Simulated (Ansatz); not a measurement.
**Honeycomb PN bilayer (like faces together) in a perpendicular field**

Wanted: the out-of-plane response of the honeycomb PN bilayer (like faces together). A positive field points along +c.

Calculated with Ansatz 0.2.0; plane-wave DFT, r2SCAN-D4, Ansatz PAW, in the first sound run; inputs show where later runs differ.

**1. The structure**

The cell holds 4 atoms: 2 N and 2 P. Cell: a = 2.730 Å, b = 2.730 Å, c = 40.820 Å, α = 90.0°, β = 90.0°, γ = 120.0°. Regions: layer 1: honeycomb PN, 2 atoms (1 N and 1 P); layer 2: honeycomb PN, 2 atoms (1 N and 1 P). Vacuum lies along c.

**2. Relaxation**

The starting cell is a guess, so the in-plane lattice and the atoms are relaxed first, with the slab cut off from its images along the normal.

input.yaml

```yaml
crystal:
  lattice:
    - [2.73, 0.0, 0.0]
    - [-1.365, 2.3642493523, 0.0]
    - [0.0, 0.0, 40.8199999985]
  atoms:
    - { symbol: "N", position: [0.6666666667, 0.3333333333, 0.4397354238] }
    - { symbol: P, position: [0.3333333333, 0.6666666667, 0.4608035277] }
    - { symbol: "N", position: [0.0, 0.0, 0.5602645762] }
    - { symbol: P, position: [0.6666666667, 0.3333333333, 0.5391964723] }
  periodic: [true, true, false]
kpoints:
  mp_grid: { grid: [12, 12, 1] }
hamiltonian:
  xc: r2scan
  dispersion: d4
scf:
  occupations: { method: fermi_dirac, width: 0.05 }
  convergence: { dr2_threshold: 1.0e-09 }
relax:
  f_tol: 0.004
  max_steps: 90
  cell: {}
output:
  write_potential: true
  write_density: true
  volumetric_format: npy
```

Launch:

```sh
ansatz run input.yaml --threads 2 --pin off --max-ram 3072MiB --backend cpu --events-out ev --progress --plain --runs-dir out
```

Numbers of over 12 decimals in the logs are rounded to 6 here.

Output:

```text
Warning: relax.cell: scf.convergence.dr2_threshold = 1e-9 eV is looser than the 1.79689353028e-10 eV advised for a relaxation that steers and ends on the stress (1e-10 eV for each atom of the cell: 4, times the square of relax.cell.stress_2d_tol = 0.05 N/m over 14.9 Å (the atoms' height at the walk's start and 5 Å past either face), 3.351e-2 GPa, over a crystal's default 0.05). What an SCF threshold leaves in a stress goes as its square root, and in the free energy as the threshold itself, and one threshold admits the most on a small cell: [figures from the program's tests cut] Set scf.convergence.dr2_threshold to 1.79689353028e-10 eV or tighter. [rest of the remark cut]
Engine: ansatz 0.2.0, aarch64-unknown-linux-gnu
Pseudopotentials: kind: paw
Pseudopotential: N, paw, valence charge 5, recommended cutoff 500 eV (meta_gga), N.paw.azcp
Pseudopotential: P, paw, valence charge 5, recommended cutoff 500 eV (meta_gga), P.paw.azcp
Functional definition: r2SCAN
  parameter k0 = 0.174
  parameter k1 = 0.065
  parameter a1 = 4.9479
  exchange = r2scan_x(k0 = k0, k1 = k1, a1 = a1)
  correlation = r2scan_c
Crystal: 4 atoms, lattice volume = 263.469 Å³
Basis set: ecut = 500 eV, 6509 PW (Γ), exchange–correlation on 80×80×1200 points (64 copies of the dense FFT grid, shifted against one another)
Bands: 14, of which v1, the nominal top of the filled ones, is band 10 counted from 1 (9 counted from 0)
Symmetry: 6 space group operations
Space group: P3m1 (ITA 156), of the structure as read, at distance tolerance 6.4e-5 Å
k-points: 19 of 144 (time reversal used)
Non-local potential: N, projectors of the file, l = 0: 2, l = 1: 2, l = 2: 1
Non-local potential: P, projectors of the file, l = 0: 2, l = 1: 2, l = 2: 2
PAW form: soft (Blöchl's): semilocal exchange-correlation on the pseudo side does not see the compensation charge
PAW frozen core: N, regenerated for the run's functional (the file was generated under x = pbe(κ = 0.804, μ = 0.219515), c = pbe(β = 0.066725))
PAW frozen core: P, regenerated for the run's functional (the file was generated under x = pbe(κ = 0.804, μ = 0.219515), c = pbe(β = 0.066725))
PAW one-centre angular grid: N, 302 points (default); XC on 160 Gauss nodes
PAW one-centre angular grid: P, 302 points (default); XC on 160 Gauss nodes
Initial density: superposition of atomic densities (neutral atoms: chi_scale 0, normalization atom), corrected by the library's trained network
Initial wavefunctions: pseudopotential atomic-orbital guess
Functional: x = r2scan, c = r2scan; τ floored in thin density (d = 2e-4 eV/Å³)
SCF iter   1: F=—  HF=-2287.029813 eV  |F-HF|=—  |Δ(HF+E_count)|=         —  Δρ=5.69e-3  dr2=1.23e-1  dr2_τ=2.20e-1  ethr=1.77e-3  ⟨swp⟩=13.9  Hψ=2942  notcnv=0
preconditioner: auto → Resta (q_TF=auto, 1.775 Å⁻¹)  ε∞=1.6  [insulator: Δε(μ)=1.243 eV  Ē_g=13.035 eV  σ=0.050 eV  W_gap=1.00  n_scr=22 (ndim 8)  ℏωp=10.2 eV  f_vac=0.792  D(μ)=0.00/eV (n_scr^D=0)  ε∞_Penn≈1.6  vacuum switching on, ρ_ref=1.2e-2 e/Å³]
SCF iter   2: F=—  HF=-2287.064540 eV  |F-HF|=—  |Δ(HF+E_count)|=   3.47e-2  Δρ=2.68e-3  dr2=2.33e-2  dr2_τ=1.16e-3  ethr=6.16e-4  ⟨swp⟩=4.3  Hψ=838  notcnv=0
SCF iter   3: F=—  HF=-2287.064552 eV  |F-HF|=—  |Δ(HF+E_count)|=   1.16e-5  Δρ=2.22e-3  dr2=3.13e-2  dr2_τ=1.87e-3  ethr=1.16e-4  ⟨swp⟩=4.1  Hψ=770  notcnv=0
SCF iter   4: F=—  HF=-2287.059280 eV  |F-HF|=—  |Δ(HF+E_count)|=   5.27e-3  Δρ=5.16e-4  dr2=5.10e-4  dr2_τ=4.20e-5  ethr=1.16e-4  ⟨swp⟩=3.6  Hψ=615  notcnv=0
SCF iter   5: F=—  HF=-2287.059566 eV  |F-HF|=—  |Δ(HF+E_count)|=   2.86e-4  Δρ=3.09e-4  dr2=6.52e-4  dr2_τ=3.91e-5  ethr=2.55e-6  ⟨swp⟩=3.8  Hψ=762  notcnv=0
SCF iter   6: F=—  HF=-2287.059492 eV  |F-HF|=—  |Δ(HF+E_count)|=   7.41e-5  Δρ=7.43e-5  dr2=1.76e-5  dr2_τ=9.70e-7  ethr=2.55e-6  ⟨swp⟩=2.5  Hψ=408  notcnv=0
SCF iter   7: F=—  HF=-2287.059503 eV  |F-HF|=—  |Δ(HF+E_count)|=   1.11e-5  Δρ=1.74e-5  dr2=6.09e-7  dr2_τ=5.11e-8  ethr=8.78e-8  ⟨swp⟩=3.6  Hψ=640  notcnv=0
SCF iter   8: F=—  HF=-2287.059476 eV  |F-HF|=—  |Δ(HF+E_count)|=   2.68e-5  Δρ=4.93e-6  dr2=9.92e-8  dr2_τ=7.93e-9  ethr=3.04e-9  ⟨swp⟩=3.4  Hψ=614  notcnv=0
SCF iter   9: F=—  HF=-2287.059476 eV  |F-HF|=—  |Δ(HF+E_count)|=   8.13e-8  Δρ=1.09e-6  dr2=3.55e-9  dr2_τ=2.79e-10  ethr=4.96e-10  ⟨swp⟩=3.1  Hψ=536  notcnv=0
SCF iter  10: F=-2287.059476 eV  HF=-2287.059476 eV  |F-HF|=5.84e-10  |Δ(HF+E_count)|=   1.31e-8  Δρ=3.31e-7  dr2=4.22e-10  dr2_τ=3.94e-11  ethr=5.00e-12  ⟨swp⟩=14.1  Hψ=2549  notcnv=0
SCF 1 converged in 10 iterations: F = -2287.059476 eV  dr2 = 4.22e-10
  greatest PAW one-centre occupation: 0.817 electrons in one spin orbital (limit 2), on the N atom at site 0 (counted from 0), in its partial waves of l = 0
relax step   1: F+E_penalty+E_count = -2287.05947650 eV  Δ(F+E_penalty+E_count) = +0.000e0 eV  max|allowed force component| = 6.908e-1 eV/Å  Δτ_max = 0.0000 Å  P = -2.228 N/m  Ω = 263.469 Å³  fix = [c, alpha, beta]  reactions: c -0.000 N/m  (10 SCF iters, accepted)
Crystal: 4 atoms, lattice volume = 263.683 Å³
Initial density: handed on by an earlier stage of this run
Initial wavefunctions: those handed on with the density
iter 1 solved again at ethr=1.64e-3 eV; its pass at ethr=3.10e-3 eV (dr2=3.28e-1 eV) is discarded
SCF iter   1: F=—  HF=-2286.921004 eV  |F-HF|=—  |Δ(HF+E_count)|=         —  Δρ=1.67e-2  dr2=3.25e-1  dr2_τ=1.36e0  ethr=1.64e-3  ⟨swp⟩=1.1  Hψ=3585  notcnv=0
preconditioner: auto → Resta (q_TF=auto, 1.775 Å⁻¹)  ε∞=1.6  [insulator: Δε(μ)=1.587 eV  Ē_g=13.059 eV  σ=0.050 eV  W_gap=1.00  n_scr=22 (ndim 8)  ℏωp=10.2 eV  f_vac=0.779  D(μ)=0.00/eV (n_scr^D=0)  ε∞_Penn≈1.6  vacuum switching on, ρ_ref=1.2e-2 e/Å³]
SCF iter   2: F=—  HF=-2287.109704 eV  |F-HF|=—  |Δ(HF+E_count)|=   1.89e-1  Δρ=9.27e-3  dr2=8.98e-2  dr2_τ=1.55e-2  ethr=1.63e-3  ⟨swp⟩=3.9  Hψ=645  notcnv=0
SCF iter   3: F=—  HF=-2287.134164 eV  |F-HF|=—  |Δ(HF+E_count)|=   2.45e-2  Δρ=4.27e-3  dr2=4.33e-2  dr2_τ=2.65e-3  ethr=4.49e-4  ⟨swp⟩=4.5  Hψ=823  notcnv=0
SCF iter   4: F=—  HF=-2287.133410 eV  |F-HF|=—  |Δ(HF+E_count)|=   7.55e-4  Δρ=1.05e-3  dr2=4.84e-3  dr2_τ=1.54e-4  ethr=2.17e-4  ⟨swp⟩=3.6  Hψ=589  notcnv=0
SCF iter   5: F=—  HF=-2287.133208 eV  |F-HF|=—  |Δ(HF+E_count)|=   2.02e-4  Δρ=2.31e-4  dr2=1.08e-4  dr2_τ=4.77e-6  ethr=2.42e-5  ⟨swp⟩=3.3  Hψ=574  notcnv=0
SCF iter   6: F=—  HF=-2287.133262 eV  |F-HF|=—  |Δ(HF+E_count)|=   5.49e-5  Δρ=5.17e-5  dr2=4.90e-6  dr2_τ=3.62e-7  ethr=5.40e-7  ⟨swp⟩=3.3  Hψ=618  notcnv=0
SCF iter   7: F=—  HF=-2287.133264 eV  |F-HF|=—  |Δ(HF+E_count)|=   1.13e-6  Δρ=1.65e-5  dr2=1.66e-6  dr2_τ=7.88e-8  ethr=2.45e-8  ⟨swp⟩=3.4  Hψ=596  notcnv=0
[...]
SCF iter   4: F=—  HF=-2287.149483 eV  |F-HF|=—  |Δ(HF+E_count)|=   1.85e-3  Δρ=3.00e-4  dr2=3.57e-4  dr2_τ=1.02e-5  ethr=6.62e-5  ⟨swp⟩=2.7  Hψ=514  notcnv=0
SCF iter   5: F=—  HF=-2287.149510 eV  |F-HF|=—  |Δ(HF+E_count)|=   2.77e-5  Δρ=7.42e-5  dr2=9.49e-6  dr2_τ=5.17e-7  ethr=1.79e-6  ⟨swp⟩=3.4  Hψ=561  notcnv=0
SCF iter   6: F=—  HF=-2287.149520 eV  |F-HF|=—  |Δ(HF+E_count)|=   9.96e-6  Δρ=1.84e-5  dr2=1.17e-6  dr2_τ=6.26e-8  ethr=4.74e-8  ⟨swp⟩=3.5  Hψ=609  notcnv=0
SCF iter   7: F=—  HF=-2287.149495 eV  |F-HF|=—  |Δ(HF+E_count)|=   2.57e-5  Δρ=1.55e-5  dr2=1.54e-6  dr2_τ=8.13e-8  ethr=5.84e-9  ⟨swp⟩=3.3  Hψ=587  notcnv=0
SCF iter   8: F=—  HF=-2287.149494 eV  |F-HF|=—  |Δ(HF+E_count)|=   1.76e-7  Δρ=5.08e-6  dr2=1.42e-7  dr2_τ=1.29e-9  ethr=5.84e-9  ⟨swp⟩=2.8  Hψ=401  notcnv=0
SCF iter   9: F=—  HF=-2287.149494 eV  |F-HF|=—  |Δ(HF+E_count)|=   3.02e-9  Δρ=6.84e-7  dr2=2.64e-9  dr2_τ=4.16e-11  ethr=7.12e-10  ⟨swp⟩=3.2  Hψ=556  notcnv=0
SCF iter  10: F=-2287.149494 eV  HF=-2287.149494 eV  |F-HF|=8.73e-11  |Δ(HF+E_count)|=  8.69e-10  Δρ=1.67e-7  dr2=5.17e-11  dr2_τ=4.07e-12  ethr=5.00e-12  ⟨swp⟩=13.4  Hψ=2533  notcnv=0
SCF 3 converged in 10 iterations: F = -2287.149494 eV  dr2 = 5.17e-11
  greatest PAW one-centre occupation: 0.816 electrons in one spin orbital (limit 2), on the N atom at site 0 (counted from 0), in its partial waves of l = 0
relax step   3: F+E_penalty+E_count = -2287.14949436 eV  Δ(F+E_penalty+E_count) = -1.625e-2 eV  max|allowed force component| = 8.342e-2 eV/Å  Δτ_max = 0.0773 Å  P = -0.556 N/m  Ω = 260.314 Å³  energy of the carried Pulay correction = +1.533e-4 eV  fix = [c, alpha, beta]  reactions: c -0.000 N/m  (10 SCF iters, accepted)
[...]
relax step   4: F+E_penalty+E_count = -2287.15128115 eV  Δ(F+E_penalty+E_count) = -1.787e-3 eV  max|allowed force component| = 1.337e-2 eV/Å  Δτ_max = 0.0368 Å  P = +0.182 N/m  Ω = 259.309 Å³  energy of the carried Pulay correction = +2.025e-4 eV  fix = [c, alpha, beta]  reactions: c +0.000 N/m  (8 SCF iters, accepted)
[...]
relax step   5: F+E_penalty+E_count = -2287.15148924 eV  Δ(F+E_penalty+E_count) = -2.081e-4 eV  max|allowed force component| = 5.989e-3 eV/Å  Δτ_max = 0.0160 Å  P = -0.041 N/m  Ω = 259.606 Å³  energy of the carried Pulay correction = +1.880e-4 eV  fix = [c, alpha, beta]  reactions: c -0.000 N/m  (9 SCF iters, accepted)
[...]
relax step   6: F+E_penalty+E_count = -2287.15150548 eV  Δ(F+E_penalty+E_count) = -1.623e-5 eV  max|allowed force component| = 4.857e-4 eV/Å  Δτ_max = 0.0048 Å  P = -0.004 N/m  Ω = 259.555 Å³  energy of the carried Pulay correction = +1.904e-4 eV  fix = [c, alpha, beta]  reactions: c -0.000 N/m  (8 SCF iters, accepted)
Initial wavefunctions: pseudopotential atomic-orbital guess (no wavefunctions were taken with the density)
iter 1 solved again at ethr=1.61e-7 eV; its pass at ethr=3.10e-3 eV (dr2=3.21e-5 eV) is discarded
SCF iter   1: F=—  HF=-2287.151329 eV  |F-HF|=—  |Δ(HF+E_count)|=         —  Δρ=1.10e-5  dr2=2.91e-8  dr2_τ=1.12e-7  ethr=1.61e-7  ⟨swp⟩=7.0  Hψ=4604  notcnv=0
preconditioner: auto → Resta (q_TF=auto, 1.780 Å⁻¹)  ε∞=1.6  [insulator: Δε(μ)=1.689 eV  Ē_g=13.286 eV  σ=0.050 eV  W_gap=1.00  n_scr=22 (ndim 8)  ℏωp=10.3 eV  f_vac=0.775  D(μ)=0.00/eV (n_scr^D=0)  ε∞_Penn≈1.6  vacuum switching on, ρ_ref=1.3e-2 e/Å³]
SCF iter   2: F=—  HF=-2287.151310 eV  |F-HF|=—  |Δ(HF+E_count)|=   1.97e-5  Δρ=5.59e-6  dr2=8.41e-9  dr2_τ=1.04e-8  ethr=1.45e-10  ⟨swp⟩=4.7  Hψ=850  notcnv=0
SCF iter   3: F=—  HF=-2287.151310 eV  |F-HF|=—  |Δ(HF+E_count)|=   3.93e-8  Δρ=1.51e-6  dr2=1.27e-8  dr2_τ=5.90e-10  ethr=4.21e-11  ⟨swp⟩=2.7  Hψ=515  notcnv=0
SCF iter   4: F=-2287.151310 eV  HF=-2287.151310 eV  |F-HF|=1.96e-11  |Δ(HF+E_count)|=   1.48e-9  Δρ=3.54e-7  dr2=1.34e-10  dr2_τ=5.57e-11  ethr=5.00e-12  ⟨swp⟩=15.3  Hψ=2897  notcnv=0
SCF 7 converged in 4 iterations: F = -2287.151310 eV  dr2 = 1.34e-10
relax step   7: F+E_penalty+E_count = -2287.15130969 eV  Δ(F+E_penalty+E_count) = +1.958e-4 eV  max|allowed force component| = 3.942e-4 eV/Å  Δτ_max = 0.0000 Å  P = -0.003 N/m  Ω = 259.555 Å³  fix = [c, alpha, beta]  reactions: c -0.000 N/m  stress off target by 2.77e-3 N/m on what of the cell is left free  SCF on the basis re-selected at this cell (its energy is not comparable with the rows above)  (4 SCF iters)
basis re-selected at this cell: Δ(F+E_penalty+E_count) = +1.958e-4 eV, ΔP = +0.002 N/m vs the last step (what re-selecting the basis moved, of the pressure what is left beyond the Pulay correction that the steps carried, after the strain that the cell walked since its last selection, with what the two solves' SCF thresholds leave and, on support functions, any second-order correction that the steps lacked; it is no m [...]
WARN: The output density's exchange-correlation potential varies sharply where the density is thin. Do not read a vacuum level from v_tot or v_xc, or from such a field of the output density. On a cell that repeats whose density bears no net charge and no dipole along the vacuum's axis use v_es (v_loc + v_h of the components); under efield.dipole_correction with no amplitude use v_es + v_field, which holds any externa [...]
SCF converged after 4 iterations
Free energy (F): -2287.151310 eV
Harris-Foulkes:  -2287.151310 eV  (|F-HF|=1.96e-11)
Internal energy: -2287.151310 eV  (E = F + TS)
E sigma→0 (E₀):  -2287.151310 eV
Fermi energy:    -6.275546 eV
--- Per-component energies (eV) ---
  E_band       = -306.956428
  E_kinetic    = 408.659548
  E_local      = -42997.503601  (includes V_loc(G=0)·N_el)
  E_nonlocal   = 155.616199
  E_hartree    = 21232.968855
  E_xc         = -237.193994
  E_vxc        = -302.658361  (∫ρ·V_xc dr)
  E_paw        = -1408.407004  (= ΣΔE_a)
  E_vpaw       = -53.936671  (= ΣTr[D̂ρ^β])
  E_aug_tail   = 0.000038  (compensation charges beyond the density's cutoff)
  E_vtau       = 16.928421  (kinetic-family band-sum trace: ∫τ·v_τ [+ j·A + Jᵃ·Aᵃ] dr)
  E_ewald      = 20559.272347
  E_disp       = -0.322885  (pairwise vdW)
  E_core_change = -0.240814  (= ΣΔE_core)
  E_smearing   = -0.000000  (= −TS)
  E_closure    = 0.000000  (closes the sum)
  Σ components = -2287.151310   (vs F -2287.151310, Δ=0.00e0)
--- Forces (eV/Å), atoms counted from 1 ---
  atom   1  N     -0.00000000     0.00000000     0.00020761
  atom   2  P      0.00000000    -0.00000000    -0.00039443
  atom   3  N      0.00000000     0.00000000     0.00000368
  atom   4  P      0.00000000    -0.00000000     0.00018214
  max |Σ_I F_I| component: 1.00e-6 eV/Å
--- 2D stress c σ (N/m, compression-positive) ---
       -0.002773      -0.000000      -0.000000
       -0.000000      -0.002773      -0.000000
       -0.000000      -0.000000      -0.000000
  P = ½ c Tr σ = -0.0028 N/m
--- Band table (eV; the first three rows and the last of 19) ---
  k-point 0: bands = [... 6 lower, -10.2140, -10.2140, -8.8493, -7.7967, -2.2446, -1.5938, -0.1567, -0.1567]
  k-point 1: bands = [... 6 lower, -10.4253, -10.4100, -8.6874, -7.6282, -1.7743, -1.2224, -0.5780, -0.4670]
  k-point 2: bands = [... 6 lower, -10.9081, -10.8928, -8.3874, -7.3694, -2.1477, -2.1027, -0.3288, 0.4080]
  k-point 18: bands = [... 6 lower, -10.6809, -10.6624, -8.3823, -8.3553, -4.8764, -4.8160, -0.8744, -0.8481]
  the weakly bound empty levels are not read free of the cell's end (no_gap_told)
--- Relaxed structure (6 steps of the walk, 6 accepted, 1 SCFs on fresh bases) ---
  F+E_penalty+E_count = -2287.15130969 eV   max|allowed force component| = 3.942e-4 eV/Å   (the final SCF, on the basis selected at the relaxed cell)
  cell:  # Å, volume = 259.5554 Å³
    - [2.709650, 0, 0]
    - [-1.354825, 2.346626, 0]
    - [0, 0, 40.8199999985]
  atoms:
    - { symbol: N, position: [0.666667, 0.333333, 0.432038] }
    - { symbol: P, position: [0.333333, 0.666667, 0.452764] }
    - { symbol: N, position: [-6.097780013102162e-18, -1.85037170760089e-17, 0.567959] }
    - { symbol: P, position: [0.666667, 0.333333, 0.547238] }
```

Wall time 76 s (2 threads of Arm Neoverse V1, shared host); peak memory 0.89 GiB.

Step by step:

```tsv
step	energy less that of the first step (eV)	largest force component (eV/Å)	volume (Å³)
1	0.0000	0.6908	263.47
2	-0.0738	0.1818	263.68
3	-0.0900	0.0834	260.31
4	-0.0918	0.0134	259.31
5	-0.0920	0.0060	259.61
6	-0.0920	0.0005	259.56
7*	-0.0918	0.0004	259.56
```

Relaxation steps marked * repeat the geometry before them on a plane-wave basis chosen anew for their cell, so energy and pressure can jump there.

Forces are held to the 6 operations that the run works with; a distortion that breaks them can't arise in this run.

```tsv
cell as run	before	after	change
a (Å)	2.730	2.710	-0.7 %
b (Å)	2.730	2.710	-0.7 %
```

The atoms that moved most (Å, along periodic axes as changes of fractional coordinates times the final cell, across vacuum about the mean position):

```tsv
atom	dx	dy	dz	length
P4	0.000	0.000	0.328	0.328
P2	0.000	0.000	-0.328	0.328
N1	0.000	0.000	-0.314	0.314
N3	0.000	0.000	0.314	0.314
```

Final coordinates:

```xyz
4
Lattice="2.7097 0.0000 0.0000 -1.3548 2.3466 0.0000 0.0000 0.0000 40.8200" Properties=species:S:1:pos:R:3
N     1.3548    0.7822   17.6358
P     0.0000    1.5644   18.4818
N     0.0000    0.0000   23.1841
P     1.3548    0.7822   22.3383
```

The lattice constant a goes from 2.730 to 2.710 Å.

(Continued in part 2 of 4.)

[Logs are printed without paths, hosts, clocks, repeated set-up lines and the standing remarks that a program may print on its own settings, such as how far it seeks lower states.]

[Hosts, paths, dates, database ids (printed as entryN), source tags and the programs' standing remarks are cut or masked in the printed files.]

[Maps of the electrostatic potential energy from Ansatz leave out the sawtooth potential of an applied field or a dipole correction, so their vacuum need not be flat; planar profiles and work functions include it.]
